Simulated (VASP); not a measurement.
BaHfO3: relaxation of cell and atoms with PBE+D3(BJ)

BaHfO3:

```
Ba Hf O
1.0
     4.20473    0.00000    0.00000
     0.00000    4.20473    0.00000
     0.00000    0.00000    4.20480
Ba Hf O
1 1 3
Direct
  0.50000 0.50000 0.99793
  0.00000 0.00000 0.49799
  0.00000 0.50000 0.49804
  0.50000 0.00000 0.49804
  0.00000 0.00000 0.99803
```

The cell comes from a database or a generator and needn't be the stable form of this composition.

```yaml
Program: VASP 6.6.1
Task: relaxation of cell and atoms
Functional: PBE
Dispersion: D3(BJ)
Potentials_or_basis: VASP PAW PBE potentials, release 64 (Ba_sv, Hf_pv, O)
Cutoff: 600 eV
k_mesh: 6 × 6 × 6
Occupations: gaussian, width 0.02 eV
Spin: no spin polarisation
Dipole_correction: no
Further_INCAR_settings: ALGO = Normal; EDIFF = 1e-06; IBRION = 2; EDIFFG = -0.02; NSW = 70; ISIF = 3
```

```
Relaxed volume                         : 14.58 Å³/atom
Relaxed cell                           : a = 4.177 Å, b = 4.177 Å, c = 4.177 Å, α = 90.00°, β = 90.00°, γ = 90.00°
Space group after relaxing (to 0.05 Å) : Pm-3m (No. 221)
Energy gained by relaxing              : 2.9 meV/atom
Ionic steps                            : 3
Pressure after relaxing                : 0.0 GPa
Band gap on the k mesh                 : 3.58 eV, indirect (least direct gap 3.80 eV)
Dispersion energy per atom             : -0.233 eV
```

Step by step:
```tsv
step	energy change (eV)	largest force (eV/Å)	pressure (GPa)	volume (Å³)
1	0.0000	0.0008	-3.09	74.34
2	0.0044	0.0012	3.80	71.30
3	-0.0143	0.0010	0.03	72.90
```

Final structure:
```cif
data_structure
_symmetry_space_group_name_H-M 'P 1'
_symmetry_Int_Tables_number 1
_cell_length_a 4.1774
_cell_length_b 4.1774
_cell_length_c 4.1774
_cell_angle_alpha 90.000
_cell_angle_beta 90.000
_cell_angle_gamma 90.000
_cell_volume 72.90
loop_
_atom_site_label
_atom_site_type_symbol
_atom_site_fract_x
_atom_site_fract_y
_atom_site_fract_z
_atom_site_occupancy
Ba1 Ba 0.50000 0.50000 0.99793 1
Hf1 Hf 0.00000 0.00000 0.49799 1
O1 O 0.00000 0.50000 0.49804 1
O2 O 0.50000 0.00000 0.49804 1
O3 O 0.00000 0.00000 0.99803 1
```

Levels at points of the mesh, in eV from the valence-band top:
```tsv
k point	band 16	band 17	band 18	band 19	band 20	band 21	band 22	band 23
(0.00, 0.00, 0.00)	-0.97	-0.22	-0.22	-0.22	3.58	3.58	3.58	4.69
(0.50, 0.00, 0.00)	-1.72	-1.68	-0.53	-0.53	4.14	6.34	6.34	6.49
(0.50, 0.50, 0.00)	-1.03	-0.93	-0.93	-0.08	6.24	6.24	6.58	6.91
(0.00, 0.00, 0.50)	-1.72	-1.68	-0.53	-0.53	4.14	6.34	6.34	6.49
(0.50, 0.00, 0.50)	-1.03	-0.93	-0.93	-0.08	6.24	6.24	6.58	6.91
(0.50, 0.50, 0.50)	-2.52	0.00	0.00	0.00	6.02	6.02	6.02	7.80
```

It took 74 s on 1 thread of Intel(R) Xeon(R) 6975P-C (Granite Rapids), on a shared host, peak memory 0.29 GiB.

Caveat: spin-orbit coupling is left out, which moves the levels of the heavy elements. A k mesh can miss the band edges.
